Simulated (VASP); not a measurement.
A run of VASP 6.6.1 is set up as follows.

Contents of INCAR:

```
SYSTEM = Rh
ALGO = Normal
EDIFF = 1E-6
ENCUT = 520
GGA = CA
ISIF = 2
ISMEAR = -1
LASPH = .True.
LCHARG = .True.
LELF = .True.
LREAL = .False.
LVHAR = .True.
LWAVE = .False.
NBANDS = 14
NELM = 100
PREC = Accurate
SIGMA = 0.1
```

KPOINTS

```
k-points
0
Gamma
  16 16 16
  0 0 0
```

The input POSCAR:

```
Rh
1.0
   -1.5432712150      1.5432712150      1.5432712150
    1.5432712150     -1.5432712150      1.5432712150
    1.5432712150      1.5432712150     -1.5432712150
Rh
1
Direct
    0.0000000000      0.0000000000      0.0000000000
```

Potentials or basis: VASP PAW LDA potentials, release 64 (Rh_pv).

Launch:

```console
$ cat potpaw_LDA.64/Rh_pv/POTCAR > POTCAR
$ mpirun -np 1 vasp_std > vasp.out
```

(1) Estimate the band gap on the k mesh.

(2) What does it give for the pressure?

Answers

(1) none (metal or under the smearing width).

(2) -17.6 GPa.

Caveat: so large a pressure means that the cell lies far from this level's equilibrium, or that cutoff or potentials fall short.
